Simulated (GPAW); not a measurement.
The system is Ge.

```xyz
2
Lattice="0.0000 2.8289 2.8289 2.8289 0.0000 2.8289 2.8289 2.8289 0.0000" Properties=species:S:1:pos:R:3 pbc="T T T"
Ge    4.2434    4.2434    4.2434
Ge    2.8289    2.8289    2.8289
```

Base run:

```yaml
Program: GPAW 26.7.0
Functional: BP86
Potentials_or_basis: PAW data sets generated in the run's folder for this functional
Cutoff: 600 eV
Basis: pw
k_mesh: 8 × 8 × 8
Occupations: fermi-dirac, width 0.05 eV
Spin: spin-orbit coupling, no magnetisation
```

Its results: pressure 4.3 GPa.

Problem. The run is repeated on the same cell with these changes: functional from BP86 to PW91; band points from 100 to 80. What comes out?

Solution. Pressure 3.7 GPa.

Caveats: spin-orbit coupling was added after a scalar SCF, so levels and gaps hold it while energy, forces, pressure and moments don't.

Not every run made on this cell is shown here.
